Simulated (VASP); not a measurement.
Wanted: the native input for a VASP 6.6.1 run.

```
Task                   : band structure
Functional             : r2SCAN
Potentials or basis    : VASP PAW PBE potentials, release 64 (Mo_sv, S)
Cutoff                 : 520 eV
k mesh                 : 8 × 8 × 2
Occupations            : gaussian, width 0.02 eV
Spin                   : spin-orbit coupling, no magnetisation
Ladder                 : gaps
Further INCAR settings : ALGO = Normal; EDIFF = 1e-06; NBANDS = 39
```

The structure of MoS2 lies in POSCAR:

```
MoS2
1.0
    3.1841260822      0.0000000000      0.0000000000
   -1.5920630411      2.7575340760      0.0000000000
    0.0000000000      0.0000000000     17.3345999500
Mo S
1 2
Direct
    0.0000000000      0.0000000000      0.0000000000
    0.3333333333      0.6666666667      0.9105070200
    0.3333333333      0.6666666667      0.0894929800
```

One way to write it, as run:

INCAR

```
SYSTEM = MoS2
PREC = Accurate
ENCUT = 520
EDIFF = 1E-6
ISMEAR = 0
SIGMA = 0.02
LREAL = .False.
LASPH = .True.
NELM = 100
ALGO = Normal
ISIF = 2
LWAVE = .False.
LCHARG = .False.
MAGMOM = 0 0 0 0 0 0 0 0 0
LORBIT = 11
LSORBIT = .True.
GGA_COMPAT = .False.
LMAXMIX = 4
METAGGA = R2SCAN
LMIXTAU = .True.
NBANDS = 39
KPAR = 2
```

KPOINTS

```
Automatic mesh
0
Gamma
  8 8 2
  0 0 0
```

KPOINTS_OPT

```
path GMKGALHA,LM,KH
20
line-mode
reciprocal
 0.0000000000  0.0000000000  0.0000000000  G
 0.5000000000  0.0000000000  0.0000000000  M

 0.5000000000  0.0000000000  0.0000000000  M
 0.3333333333  0.3333333333  0.0000000000  K

 0.3333333333  0.3333333333  0.0000000000  K
 0.0000000000  0.0000000000  0.0000000000  G

 0.0000000000  0.0000000000  0.0000000000  G
 0.0000000000  0.0000000000  0.5000000000  A

 0.0000000000  0.0000000000  0.5000000000  A
 0.5000000000  0.0000000000  0.5000000000  L

 0.5000000000  0.0000000000  0.5000000000  L
 0.3333333333  0.3333333333  0.5000000000  H

 0.3333333333  0.3333333333  0.5000000000  H
 0.0000000000  0.0000000000  0.5000000000  A

 0.5000000000  0.0000000000  0.5000000000  L
 0.5000000000  0.0000000000  0.0000000000  M

 0.3333333333  0.3333333333  0.0000000000  K
 0.3333333333  0.3333333333  0.5000000000  H
```

Potentials or basis: VASP PAW PBE potentials, release 64 (Mo_sv, S).

The run is started by

```sh
$ cat potpaw_PBE.64/Mo_sv/POTCAR potpaw_PBE.64/S/POTCAR > POTCAR
$ mpirun -np 2 vasp_ncl > vasp.out
```

It gave:

The largest force is 0.024 eV/Å. The valence electrons inside the program's atomic spheres are Mo 12.41; S 3.72.

Caveat: the PAW data sets were made with another functional, which shifts forces and pressure a little.

Run time: 100 min on 2 MPI ranks on Intel(R) Xeon(R) Platinum 8259CL CPU @ 2.50GHz (Skylake/Cascade Lake) (shared host), peak memory 1.1 GiB a rank.
